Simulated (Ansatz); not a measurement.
# TiO2: the cost of one run

Program: Ansatz 0.2.0. Level of theory: DFT PBE, scalar-relativistic, plane waves, PAW. These are calculated values, not measurements.

## (1) The system as given

The cell holds 18 atoms (O12Ti6): a = 5.969 Å, b = 6.077 Å, c = 5.962 Å, α = 91.03°, β = 92.39°, γ = 91.22°.

It is the last frame of an earlier stage of the same melt, run at 3400 K.

As a file:

```xyz
18
Lattice="5.9678 -0.0647 -0.1248 -0.0647 6.0763 -0.0549 -0.1248 -0.0549 5.9604" Properties=species:S:1:pos:R:3 pbc="T T T"
Ti    5.2866    1.1074    5.6310
Ti    3.3856    5.1922    3.4538
Ti    0.3731    4.3290    4.4834
Ti    4.1635    3.2022    1.2209
Ti    0.2603    0.5621    2.4046
Ti    2.5375    0.0011    0.4218
O     5.2200    5.2793    2.7555
O     3.0117    1.8448    0.6876
O     0.5268    1.2679    4.1075
O     5.2841    1.8199    1.1709
O     3.7696    5.0767    1.0705
O     0.9049    3.1074    3.4454
O     3.7700    0.2478    4.9001
O     0.2709    5.7784    0.2538
O     3.7861    3.4942    2.8864
O     2.1913    0.3436    2.4469
O     2.3854    4.5142    5.1638
O     4.9960    3.4664    5.1619
```

## (2) A single point on the frame at 3400 K

The electrons keep the Fermi-Dirac width of that temperature.

The input, input.yaml:

```yaml
crystal:
  lattice:
    - [5.967823, -0.064688, -0.124811]
    - [-0.064688, 6.076315, -0.054889]
    - [-0.124811, -0.054889, 5.960406]
  atoms:
    - { symbol: Ti, position: [0.9082214215, 0.2006370353, 0.965596059] }
    - { symbol: Ti, position: [0.5892375927, 0.8661895201, 0.5997669606] }
    - { symbol: Ti, position: [0.0862370854, 0.720230942, 0.7606277024] }
    - { symbol: Ti, position: [0.7081732848, 0.536569076, 0.2246029082] }
    - { symbol: Ti, position: [0.0531427841, 0.0967290567, 0.4054271604] }
    - { symbol: Ti, position: [0.4269221166, 0.0054408679, 0.079750795] }
    - { symbol: O, position: [0.8944838666, 0.8827695747, 0.4891665996] }
    - { symbol: O, position: [0.5107127198, 0.3102012205, 0.1289191092] }
    - { symbol: O, position: [0.1051140406, 0.2160502012, 0.6933259205] }
    - { symbol: O, position: [0.8933674925, 0.3109792269, 0.2180162789] }
    - { symbol: O, position: [0.645011298, 0.8441685489, 0.2008785539] }
    - { symbol: O, position: [0.1695101702, 0.5185033469, 0.5863771429] }
    - { symbol: O, position: [0.6498077941, 0.0552473277, 0.8362315474] }
    - { symbol: O, position: [0.0568162055, 0.9520585509, 0.052533325] }
    - { symbol: O, position: [0.651300002, 0.586537544, 0.5032998362] }
    - { symbol: O, position: [0.3766509531, 0.0643457402, 0.4189984888] }
    - { symbol: O, position: [0.4263469358, 0.7554210039, 0.8822389814] }
    - { symbol: O, position: [0.862128937, 0.5876902047, 0.8895033711] }
basis:
  ecutwfc: 420
kpoints:
  mp_grid: { grid: [3, 3, 3] }
hamiltonian:
  xc: pbe
scf:
  occupations: { method: fermi_dirac, width: 0.293 }
output:
  forces: true
  stress: true
  eigenvalues: true
  populations: true
  write_density: true
  write_potential: true
  elf: true
  volumetric_format: npy
```

Started as:

```console
> ansatz run input.yaml --threads 2 --pin off --max-ram 5120MiB --backend cpu --events-out ev --progress --plain --runs-dir out
```

Q: Estimate wall time and peak memory on 2 threads of AMD EPYC 9R45 (Zen 5), shared host.

About 7.5 s, with a peak of 0.73 GiB.
